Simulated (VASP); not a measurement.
# Ti (Im-3m) in VASP: a series of runs, part 2 of 2

VASP 6.6.1. Earlier steps stand in the parts before.

## 5. Relaxation of cell and atoms, PBEsol

This run uses another cell than the first one: it holds 3 atoms, not 1.

INCAR

```
SYSTEM = Ti
  PREC = Accurate
  ENCUT = 600
  EDIFF = 1E-6
  ISMEAR = 0
  SIGMA = 0.1
  LREAL = .False.
  LASPH = .True.
  NELM = 100
  ALGO = Normal
  ISIF = 3
  LWAVE = .False.
  LCHARG = .False.
  GGA = PS
  IBRION = 2
  NSW = 90
  EDIFFG = -0.04
```

KPOINTS

```
regular mesh
0
Gamma
  6 6 4
  0 0 0
```

POSCAR

```
Ti
1.0
    3.7564926717      0.0000000000      0.0000000000
   -1.8782463359      3.2532180829      0.0000000000
    0.0000000000      0.0000000000      4.2618666842
Ti
3
Direct
    0.2254000000      0.0000000000      0.3333333333
    0.0000000000      0.2254000000      0.6666666667
    0.7746000000      0.7746000000      0.0000000000
```

Potentials or basis: VASP PAW PBE potentials, release 64 (Ti_sv).

Command:

```bash
$ cat potpaw_PBE.64/Ti_sv/POTCAR > POTCAR
$ mpirun -np 1 vasp_std > vasp.out
```

OUTCAR:

```text
SYSTEM = Ti
   PREC = Accurate
   ENCUT = 600
   EDIFF = 1E-6
   ISMEAR = 0
   LREAL = .False.
   LASPH = .True.
   NELM = 100
   ISIF = 3
   GGA = PS
   IBRION = 2
   NSW = 90
   EDIFFG = -0.04

 ion  position               nearest neighbor table
   1  0.225  0.000  0.333-   3 2.04   2 2.04
   2  0.000  0.225  0.667-   3 2.04   1 2.04
   3  0.775  0.775  0.000-   1 2.04   2 2.04

  LATTYP: Found a hexagonal cell.
 ALAT       =     3.7564926717
 C/A-ratio  =     1.1345334749

  Lattice vectors:

 A1 = (   3.7564926717,   0.0000000000,   0.0000000000)
 A2 = (  -1.8782463359,   3.2532180829,   0.0000000000)
 A3 = (   0.0000000000,   0.0000000000,   4.2618666842)

Analysis of symmetry for initial positions (statically):
[... 302 lines left out ...]
      6     -22.4070      2.00000
[... 589 lines left out ...]
     21      11.3722      0.00000
     22      12.6647      0.00000

[... ionic steps 4 to 28 ...]

--------------------------------------- Ionic step       29  -------------------------------------------

 number of electron      35.9999979 magnetization

------------------------ aborting loop because EDIFF is reached ----------------------------------------
[... 69 lines left out ...]
--------------------------------------- Ionic step       31  -------------------------------------------

 number of electron      35.9999980 magnetization

 Free energy of the ion-electron system (eV)
  ---------------------------------------------------
  ext. energy  EPLUGINS =         0.00000000
  ---------------------------------------------------
  free energy    TOTEN  =       -24.94502868 eV

  energy without entropy =      -24.93590836  energy(sigma->0) =      -24.94046852

 E-fermi :   8.8014     XC(G=0): -12.0324

 val. band max:        8.7979202557   @ k =   0.5000   0.0000   0.2500
 cond. band min:       8.9287111448   @ k =   0.3333   0.1667   0.0000
 fundamental gap:      0.1307908890
 Fermi energy:         8.8013959905

 k-point     1 :       0.0000    0.0000    0.0000
  band No.  band energies     occupation
      1     -47.3847      2.00000
      2     -47.2574      2.00000
      3     -47.2574      2.00000
      4     -23.7391      2.00000
      5     -23.7388      2.00000
      6     -23.7388      2.00000
[... 619 lines left out ...]
  FREE ENERGIE OF THE ION-ELECTRON SYSTEM (eV)
  ---------------------------------------------------
  free  energy   TOTEN  =       -24.9450286826 eV

  energy  without entropy=      -24.9359083566  energy(sigma->0) =      -24.94046852

 reached required accuracy - stopping structural energy minimisation
```

OSZICAR:

```text
N       E                     dE             d eps       ncg     rms          rms(c)
DAV:   1     0.459857291264E+03    0.45986E+03   -0.20757E+04  1056   0.224E+03
DAV:   2     0.314325399048E+02   -0.42842E+03   -0.42352E+03  1056   0.608E+02
DAV:   3    -0.171048972164E+02   -0.48537E+02   -0.47802E+02  1984   0.175E+02
[... 347 lines left out ...]
DAV:   3    -0.249450275400E+02    0.88488E-03   -0.33299E-03  1670   0.632E-01    0.530E-02
DAV:   4    -0.249450203463E+02    0.71937E-05   -0.38544E-04  1436   0.185E-01    0.281E-02
DAV:   5    -0.249450264577E+02   -0.61114E-05   -0.52905E-05  1738   0.519E-02    0.158E-02
DAV:   6    -0.249450289090E+02   -0.24513E-05   -0.11421E-05  1288   0.339E-02    0.657E-03
DAV:   7    -0.249450286826E+02    0.22639E-06   -0.32503E-06  1014   0.219E-02
  31 F= -.24945029E+02 E0= -.24940469E+02  d E =-.847865E-03
```

CONTCAR:

```text
Ti
   1.00000000000000
     4.8302013612171510   -0.0000000000193985    0.0000000000000000
    -2.4151006806896662    4.1830770843700940   -0.0000000000000000
     0.0000000000000000    0.0000000000000000    2.3586995839086500
  Ti
     3
Direct
     0.3333872112379726    0.0000000000000290    0.3333333332999970
     0.9999999999999756    0.3333872112378656    0.6666666667000030
     0.6666127887620521    0.6666127887621054    0.0000000000000000

  0.00000000E+00  0.00000000E+00  0.00000000E+00
  0.00000000E+00  0.00000000E+00  0.00000000E+00
  0.00000000E+00  0.00000000E+00  0.00000000E+00
```

It took 10 min on 1 thread of AMD EPYC 9R14 (Zen 4), shared host; peak memory 0.17 GiB.

What came out:

```yaml
Free_energy: -24.9450 eV
Relaxed_volume: 15.89 Å³/atom
Relaxed_cell: a = 4.830 Å, b = 4.830 Å, c = 2.359 Å, α = 90.00°, β = 90.00°, γ = 120.00°
Space_group_after_relaxing_to_0.05_Å: R-3m (No. 166)
Energy_gained_by_relaxing: 1415.9 meV/atom
Ionic_steps: 31
Pressure_after_relaxing: -0.1 GPa
Band_gap_on_the_k_mesh: none (metal or under the smearing width)
```

Step by step:
| step | energy change (eV) | largest force (eV/Å) | pressure (GPa) | volume (Å³) |
| --- | --- | --- | --- | --- |
| 1 | 0.0000 | 2.5309 | 3.28 | 52.08 |
| 2 | -0.7986 | 2.2326 | -1.88 | 54.80 |
| 3 | -1.4009 | 0.2255 | -12.04 | 63.53 |
| 4 | -1.6091 | 0.1212 | -10.46 | 60.90 |
| 5 | -1.9777 | 0.4282 | -2.23 | 53.25 |
| 6 | -1.9812 | 0.4851 | -1.32 | 52.68 |
| 7 | -2.2727 | 0.5366 | 0.60 | 51.12 |
| 8 | -3.2887 | 0.3901 | 9.70 | 45.58 |
| 9 | 1.9608 | 1.0862 | 155.04 | 30.45 |
| 10 | -3.3882 | 0.3141 | 12.80 | 44.63 |
| 11 | -2.7564 | 0.0362 | 43.75 | 38.14 |
| 12 | -3.4329 | 0.1624 | 23.95 | 41.78 |
| 13 | -3.4715 | 0.2183 | 20.80 | 42.48 |
| 14 | -3.5293 | 0.1683 | 20.44 | 42.59 |
| 15 | -3.6499 | 0.0363 | 20.71 | 42.86 |
| 16 | -3.7210 | 0.0937 | 19.42 | 43.09 |
| 17 | -3.7064 | 0.9850 | 19.65 | 42.26 |
| 18 | -3.7410 | 0.2193 | 18.62 | 43.08 |
| 19 | -3.9612 | 0.7038 | 16.44 | 42.83 |
| 20 | -3.9262 | 0.8780 | 16.94 | 42.59 |
| 21 | -3.9572 | 0.8178 | 16.51 | 42.69 |
| 22 | -4.0981 | 0.6322 | 10.67 | 44.17 |
| 23 | -4.2299 | 0.3261 | 0.89 | 47.37 |
| 24 | -4.2326 | 0.2888 | -0.33 | 47.87 |
| 25 | -4.2326 | 0.2809 | -0.56 | 47.97 |
| 26 | -4.2360 | 0.2481 | -0.53 | 47.92 |
| 27 | -4.2435 | 0.1518 | -0.30 | 47.75 |
| 28 | -4.2460 | 0.0196 | 0.40 | 47.41 |
| 29 | -4.2470 | 0.0354 | 0.19 | 47.53 |
| 30 | -4.2476 | 0.0185 | 0.08 | 47.59 |
| 31 | -4.2478 | 0.0019 | -0.07 | 47.66 |

Final structure:
```xyz
3
Lattice="4.8302 0.0000 0.0000 -2.4151 4.1831 0.0000 0.0000 0.0000 2.3587" Properties=species:S:1:pos:R:3 pbc="T T T"
Ti    1.6103    0.0000    0.7862
Ti    4.0250    1.3946    1.5725
Ti    1.6099    2.7885    0.0000
```

Levels at points of the mesh, in eV from the Fermi level:
| k point | band 14 | band 15 | band 16 | band 17 | band 18 | band 19 | band 20 | band 21 | band 22 |
| --- | --- | --- | --- | --- | --- | --- | --- | --- | --- |
| (0.00, 0.00, 0.00) | -1.53 | -1.53 | -0.86 | -0.86 | -0.86 | -0.86 | -0.62 | 1.21 | 1.21 |
| (0.50, 0.00, 0.00) | -3.62 | -2.65 | -1.12 | -0.85 | -0.85 | -0.32 | -0.32 | 0.53 | 2.94 |
| (0.00, 0.00, 0.50) | -2.40 | -0.83 | -0.83 | -0.83 | -0.83 | -0.20 | -0.20 | 2.90 | 2.90 |
| (0.50, 0.00, 0.50) | -1.64 | -1.64 | -1.29 | -1.29 | -0.34 | 1.27 | 1.28 | 2.71 | 2.86 |

Caveat: the k mesh is coarse (spacing up to 0.37 Å⁻¹), so the values aren't converged; the PAW data sets were made with another functional, which shifts forces and pressure a little.

## 6. The runs side by side

| task | cell | k mesh | cutoff (eV) | mesh quality | gap on the mesh (eV) | pressure (GPa) | relaxed volume (Å³/atom) |
| --- | --- | --- | --- | --- | --- | --- | --- |
| single point | Im-3m, 16.5 Å³/atom | 8 × 8 × 8 | 520 | not flagged | none | 0.0 | - |
| relaxation of cell and atoms | relaxed | 8 × 8 × 8 | 600 | not flagged | none | 0.0 | 16.50 |
| single point | P3_121, 16.6 Å³/atom | 6 × 6 × 4 | 520 | coarse | none | -0.3 | - |
| relaxation of cell and atoms | relaxed | 6 × 6 × 4 | 600 | coarse | none | -0.1 | 15.89 |

Alike in all rows: level PBEsol; potentials or basis VASP PAW PBE potentials, release 64 (Ti_sv); no spin polarisation; smearing gaussian 0.1 eV.

Caveats: some runs use coarse meshes; the PAW data sets were made with another functional, which shifts forces and pressure a little.

Total energies depend on the potentials used, so only differences within one code and one set of settings carry meaning.
